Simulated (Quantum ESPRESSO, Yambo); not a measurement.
Planning a run of Yambo 5.3.0 on BN (Qingsongite). The input:

```
HF_and_locXC
gw0
dyson
ppa
em1d
rim_cut
RandQpts= 1000000
RandGvec= 1 RL
EXXRLvcs= 72 Ry
VXCRLvcs= 288 Ry
Chimod= "HARTREE"
% BndsRnXp
 1 | 79 |
%
NGsBlkXp= 16 Ry
% LongDrXp
 1 | 1 | 1 |
%
% GbndRnge
 1 | 79 |
%
DysSolver= "n"
ExtendOut
PPAPntXp= 27.21138 eV
% QPkrange
 1 | 1 | 3 | 6 |
 21 | 21 | 3 | 6 |
%
```

```sh
OMP_NUM_THREADS=1 mpirun -n 4 yambo -F gw3.in -J gw3 -C gw3 > gw3.log
```

The stored states that it reads are on a 8×8×8 mesh. Symmetry: F-43m, No. 216, cubic system. Conventional cell: a = 3.615 Å, b = 3.615 Å, c = 3.615 Å, α = 90.00°, β = 90.00°, γ = 90.00°. B has 4 N at 1.57 Å nearest. N has 4 B at 1.57 Å nearest. Farther neighbours and most contacts between anions are not listed.

**Question.** Estimate wall time and host memory on 4 MPI ranks of Arm Neoverse V1, shared host.

It took 91 s; on shared hardware allow 45 s to 3 min. Peak host memory was 1.2 GiB.

The screening grows as filled bands × empty bands × pairs of k points, times the square of the screening basis for the matrix.

[Paths, hosts, dates, memory and timing lines, banners, echoed tables and standing remarks are left out of the program output.]

[Logs are printed without paths, hosts, clocks, repeated set-up lines and the standing remarks that a program may print on its own settings, such as how far it seeks lower states.]

[Runs of the session that timed out or met a known fault of the program may be left out.]

[Hosts, paths, dates, database ids (printed as entryN), source tags and the programs' standing remarks are cut or masked in the printed files.]
